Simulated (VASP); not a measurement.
# Cd (P6_3/mmc) in VASP: notebook, part 2 of 3

VASP 6.6.1.

## 3. Relaxation of cell and atoms, PBEsol

INCAR

```
ALGO = Fast
EDIFF = 1E-7
EDIFFG = -0.005
ENCUT = 580
GGA = PS
IBRION = 2
ISIF = 3
ISMEAR = 0
LASPH = True
LCHARG = False
LREAL = False
LWAVE = False
NELM = 60
NSW = 90
PREC = Accurate
SIGMA = 0.1
```

KPOINTS

```
k-points
0
Gamma
  18 18 8
```

POSCAR

```
Cd
1.0
    2.9584748200      0.0000000000      0.0000000000
   -1.4792374100      2.5621143500      0.0000000000
    0.0000000000      0.0000000000      5.8859279300
Cd
2
Direct
    0.3333333300      0.6666666700      0.2500000000
    0.6666666700      0.3333333300      0.7500000000
```

Potentials or basis: VASP PAW PBE potentials, release 64 (Cd).

On the command line:

```
$ cat potpaw_PBE.64/Cd/POTCAR > POTCAR
$ mpirun -np 1 vasp_std > vasp.out
```

OUTCAR:

```text
EDIFF = 1E-7
   EDIFFG = -0.005
   ENCUT = 580
   GGA = PS
   IBRION = 2
   ISIF = 3
   ISMEAR = 0
   LASPH = True
   LREAL = False
   NELM = 60
   NSW = 90
   PREC = Accurate

 ion  position               nearest neighbor table
   1  0.333  0.667  0.250-   2 3.40   2 3.40   2 3.40   2 3.40   2 3.40   2 3.40
   2  0.667  0.333  0.750-   1 3.40   1 3.40   1 3.40   1 3.40   1 3.40   1 3.40

  LATTYP: Found a hexagonal cell.
 ALAT       =     2.9584748200
 C/A-ratio  =     1.9895142897

  Lattice vectors:

 A1 = (   2.9584748200,   0.0000000000,   0.0000000000)
 A2 = (  -1.4792374100,   2.5621143500,   0.0000000000)
 A3 = (   0.0000000000,   0.0000000000,   5.8859279300)

Analysis of symmetry for initial positions (statically):
=====================================================================
 Subroutine PRICEL returns:
 Original cell was already a primitive cell.

 Routine SETGRP: Setting up the symmetry group for a
 hexagonal supercell.

 Subroutine GETGRP returns: Found 24 space group operations
 (whereof 12 operations were pure point group operations)
 out of a pool of 24 trial point group operations.

The static configuration has the point symmetry D_3d.
 The point group associated with its full space group is D_6h.

Analysis of symmetry for dynamics (positions and initial velocities):
=====================================================================
 Subroutine PRICEL returns:
 Original cell was already a primitive cell.

 Routine SETGRP: Setting up the symmetry group for a
 hexagonal supercell.

 Subroutine GETGRP returns: Found 24 space group operations
 (whereof 12 operations were pure point group operations)
 out of a pool of 24 trial point group operations.

The dynamic configuration has the point symmetry D_3d.
 The point group associated with its full space group is D_6h.

 Subroutine INISYM returns: Found 24 space group operations
 (whereof 12 operations are pure point group operations),
 and found     1 'primitive' translations

----------------------------------------------------------------------------------------

                                     Primitive cell

  volume of cell :      44.6150

  direct lattice vectors                    reciprocal lattice vectors
     2.958474820  0.000000000  0.000000000     0.338012003  0.195151321  0.000000000
    -1.479237410  2.562114350  0.000000000     0.000000000  0.390302642  0.000000000
     0.000000000  0.000000000  5.885927930     0.000000000  0.000000000  0.169896746

  length of vectors
     2.958474820  2.958474820  5.885927930     0.390302642  0.390302642  0.169896746

  position of ions in fractional coordinates (direct lattice)
     0.333333330  0.666666670  0.250000000
     0.666666670  0.333333330  0.750000000

  ion indices of the primitive-cell ions
   primitive index   ion index
                 1           1
                 2           2

----------------------------------------------------------------------------------------

 KPOINTS: k-points
[... 58 lines left out ...]
 SYSTEM =  unknown system
   PREC   = accura    normal or accurate (medium, high low for compatibility)
   ISTART =      0    job   : 0-new  1-cont  2-samecut
   ICHARG =      2    charge: 1-file 2-atom 10-const
   ISPIN  =      1    spin polarized calculation?
   LNONCOLLINEAR =      F non collinear calculations
   LSORBIT =      F    spin-orbit coupling
   LASPH  =      T    aspherical Exc in radial PAW
   ENCUT  =  580.0 eV  42.63 Ry    6.53 a.u.   5.81  5.81 11.56*2*pi/ulx,y,z
   NELM   =     60;   NELMIN=  2; NELMDL= -5     # of ELM steps
   EDIFF  = 0.1E-06   stopping-criterion for ELM
   LREAL  =      F    real-space projection
   EDIFFG = -.5E-02   stopping-criterion for IOM
   NSW    =     90    number of steps for IOM
   IBRION =      2    ionic relax: 0-MD 1-quasi-New 2-CG
   NFREE  =      1    steps in history (QN), initial steepest desc. (CG)
   ISIF   =      3    stress and relaxation
   ISYM   =      2    0-nonsym 1-usesym 2-fastsym
   POTIM  = 0.5000    time-step for ionic-motion
   TEBEG  =    0.0;   TEEND  =   0.0 temperature during run
   PSTRESS=    0.0 pullay stress
   NELECT =      24.0000    total number of electrons
   NUPDOWN=      -1.0000    fix difference up-down
   EMIN   =  10.00;   EMAX   =-10.00  energy-range for DOS
   EFERMI =   0.00;   METHOD = LEGACY
   ISMEAR =     0;   SIGMA  =   0.10  broadening in eV -4-tet -1-fermi 0-gaus
   EFERMI_NEDOS =   21; number of points for ismear=-14 and -15
   IALGO  =     68    algorithm
   IMIX   =      4    mixing-type and parameters
     AMIX     =   0.40;   BMIX     =  1.00
     AMIX_MAG =   1.60;   BMIX_MAG =  1.00
  volume/ion in A,a.u.               =      22.31       150.54
  Fermi-wavevector in a.u.,A,eV,Ry     =   1.331429  2.516037 24.119105  1.772704
  Thomas-Fermi vector in A             =   2.460441
   LORBIT       =      0    0 simple, 1 ext, 2 COOP (PROOUT), +10 PAW based schemes
   GGA     = PS    functional components
   LHFCALC =     F    Hartree Fock is set to
   AEXX    =    0.0000 exact exchange contribution
   IVDW    =     0    specifies the selected vdW correction
   LEPSILON=     F    determine dielectric tensor
   LRPA    =     F    only Hartree local field effects (RPA)
 conjugate gradient relaxation of ions
 non-spin polarized calculation
 RMM-DIIS sequential band-by-band and
 Gauss-broadening in eV      SIGMA  =   0.10
  energy-cutoff  :      580.00
  volume of cell :       44.62
 maximum number of plane-waves:      1436
 NGX is ok and might be reduce to    24
   NGX = 11   NGY = 11   NGZ = 23

--------------------------------------- Ionic step        1  -------------------------------------------

 number of electron      24.0000002 magnetization

 Free energy of the ion-electron system (eV)
  ---------------------------------------------------
  ext. energy  EPLUGINS =         0.00000000
  ---------------------------------------------------
  free energy    TOTEN  =        -2.38190014 eV

  energy without entropy =       -2.38019955  energy(sigma->0) =       -2.38104984

------------------------ aborting loop because EDIFF is reached ----------------------------------------

  FORCE on cell =-STRESS in cart. coord.  units (eV):
  Direction    XX          YY          ZZ          XY          YZ          ZX
  --------------------------------------------------------------------------------------
  -------------------------------------------------------------------------------------
  Total       -0.4687240     -0.4687240     -0.7920096      0.0000000      0.0000000     -0.0000000
  in kB      -16.8324151    -16.8324150    -28.4419707      0.0000000      0.0000000     -0.0000000
  external PRESSURE =     -20.7022669 kB  Pullay stress =       0.0000000 kB
[... 89 lines left out ...]
  FREE ENERGIE OF THE ION-ELECTRON SYSTEM (eV)
  ---------------------------------------------------
  free  energy   TOTEN  =        -2.3964538613 eV

  energy  without entropy=       -2.3947641824  energy(sigma->0) =       -2.39560902

[... ionic steps 4 to 7 ...]

--------------------------------------- Ionic step        8  -------------------------------------------

 number of electron      24.0000013 magnetization

------------------------ aborting loop because EDIFF is reached ----------------------------------------
[... 67 lines left out ...]
--------------------------------------- Ionic step       10  -------------------------------------------

 number of electron      24.0000012 magnetization

 Free energy of the ion-electron system (eV)
  ---------------------------------------------------
  ext. energy  EPLUGINS =         0.00000000
  ---------------------------------------------------
  free energy    TOTEN  =        -2.40301479 eV

  energy without entropy =       -2.40057869  energy(sigma->0) =       -2.40179674

 E-fermi :   3.0378     XC(G=0): -11.3249

 val. band max:        3.0312861027   @ k =   0.0556  -0.0000   0.2500
 cond. band min:       3.0545249734   @ k =   0.2222   0.0556   0.1250
 fundamental gap:      0.0232388708
 Fermi energy:         3.0378369260

 k-point     1 :       0.0000    0.0000    0.0000
  band No.  band energies     occupation
      1      -7.0020      2.00000
      2      -6.7336      2.00000
      3      -6.3114      2.00000
      4      -6.3114      2.00000
      5      -6.2586      2.00000
      6      -6.2586      2.00000
[... 433 lines left out ...]
      3      -6.7008      2.00000
      4      -6.2316      2.00000
      5      -6.0727      2.00000
      6      -5.9688      2.00000
[... 8 lines left out ...]
     15       7.4291      0.00000
     16       9.0839      0.00000

 [... further k-points ...]
[... 5 lines left out ...]
  --------------------------------------------------------------------------------------
  -------------------------------------------------------------------------------------
  Total        0.0007526      0.0007526     -0.0016784      0.0000000      0.0000000      0.0000000
  in kB        0.0285432      0.0285432     -0.0636542      0.0000000      0.0000000      0.0000000
  external PRESSURE =      -0.0021892 kB  Pullay stress =       0.0000000 kB
[... 17 lines left out ...]
  FREE ENERGIE OF THE ION-ELECTRON SYSTEM (eV)
  ---------------------------------------------------
  free  energy   TOTEN  =        -2.4030147902 eV

  energy  without entropy=       -2.4005786915  energy(sigma->0) =       -2.40179674

 reached required accuracy - stopping structural energy minimisation
```

OSZICAR:

```text
N       E                     dE             d eps       ncg     rms          rms(c)
DAV:   1     0.174864671262E+03    0.17486E+03   -0.14087E+04  5920   0.163E+03
DAV:   2     0.107560549888E+01   -0.17379E+03   -0.16950E+03  6048   0.384E+02
DAV:   3    -0.254812958938E+01   -0.36237E+01   -0.36199E+01  7432   0.659E+01
[... 88 lines left out ...]
RMM:   3    -0.240302089115E+01    0.41680E-04   -0.11603E-04  5920   0.868E-02    0.482E-02
RMM:   4    -0.240301459295E+01    0.62982E-05   -0.10028E-05  5920   0.322E-02    0.325E-03
RMM:   5    -0.240301464190E+01   -0.48944E-07   -0.12962E-06  5915   0.114E-02    0.141E-03
RMM:   6    -0.240301484188E+01   -0.19998E-06   -0.16865E-07  3927   0.496E-03    0.157E-03
RMM:   7    -0.240301479015E+01    0.51727E-07   -0.67332E-08  3273   0.276E-03
  10 F= -.24030148E+01 E0= -.24017967E+01  d E =-.595622E-04
```

CONTCAR:

```text
Cd
   1.00000000000000
     2.9517035573837882    0.0000000000000000   -0.0000000000000000
    -1.4758517786918941    2.5562502645631997    0.0000000000000000
     0.0000000000000000    0.0000000000000000    5.5989736307271318
  Cd
     2
Direct
     0.3333333300000021    0.6666666699999979    0.2500000000000000
     0.6666666699999979    0.3333333300000021    0.7500000000000000

  0.00000000E+00  0.00000000E+00  0.00000000E+00
  0.00000000E+00  0.00000000E+00  0.00000000E+00
```

Wall time 6.9 min (1 thread of Intel Xeon Platinum 8375C at 2.90GHz (Ice Lake), shared host); peak memory 0.27 GiB.

Results:

```
Free energy                            : -2.4030 eV
Relaxed volume                         : 21.12 Å³/atom
Relaxed cell                           : a = 2.952 Å, b = 2.952 Å, c = 5.599 Å, α = 90.00°, β = 90.00°, γ = 120.00°
Space group after relaxing (to 0.05 Å) : P6_3/mmc (No. 194)
Energy gained by relaxing              : 10.6 meV/atom
Ionic steps                            : 10
Pressure after relaxing                : 0.0 GPa
Band gap on the k mesh                 : none (metal or under the smearing width)
```

Step by step:
| step | energy change (eV) | largest force (eV/Å) | pressure (GPa) | volume (Å³) |
| --- | --- | --- | --- | --- |
| 1 | 0.0000 | 0.0000 | -2.07 | 44.62 |
| 2 | -0.0145 | 0.0000 | 0.08 | 42.78 |
| 3 | -0.0146 | 0.0000 | 0.28 | 42.63 |
| 4 | -0.0194 | 0.0000 | 0.17 | 42.42 |
| 5 | -0.0209 | 0.0000 | 0.16 | 42.25 |
| 6 | -0.0210 | 0.0000 | 0.16 | 42.19 |
| 7 | -0.0211 | 0.0000 | 0.16 | 42.15 |
| 8 | -0.0211 | 0.0000 | 0.17 | 42.13 |
| 9 | -0.0211 | 0.0000 | -0.09 | 42.31 |
| 10 | -0.0211 | 0.0000 | 0.00 | 42.25 |

Final structure:
```xyz
2
Lattice="2.9517 0.0000 0.0000 -1.4759 2.5563 0.0000 0.0000 0.0000 5.5990" Properties=species:S:1:pos:R:3 pbc="T T T"
Cd    0.0000    1.7042    1.3997
Cd    1.4759    0.8521    4.1992
```

Levels at points of the mesh, in eV from the Fermi level:
| k point | band 9 | band 10 | band 11 | band 12 | band 13 | band 14 | band 15 | band 16 |
| --- | --- | --- | --- | --- | --- | --- | --- | --- |
| (0.00, 0.00, 0.00) | -8.78 | -8.52 | -8.52 | -3.28 | -3.18 | 10.43 | 14.50 | 14.86 |
| (0.50, 0.00, 0.00) | -8.24 | -8.22 | -2.50 | -1.93 | 1.89 | 2.94 | 3.17 | 5.20 |
| (0.00, 0.00, 0.50) | -8.64 | -8.64 | -7.61 | -7.61 | 3.57 | 3.57 | 14.84 | 14.84 |
| (0.50, 0.00, 0.50) | -8.23 | -8.23 | -1.71 | -1.71 | 0.05 | 0.05 | 8.02 | 8.02 |

Caveat: the PAW data sets were made with another functional, which shifts forces and pressure a little.

[end of part 2 of 3]
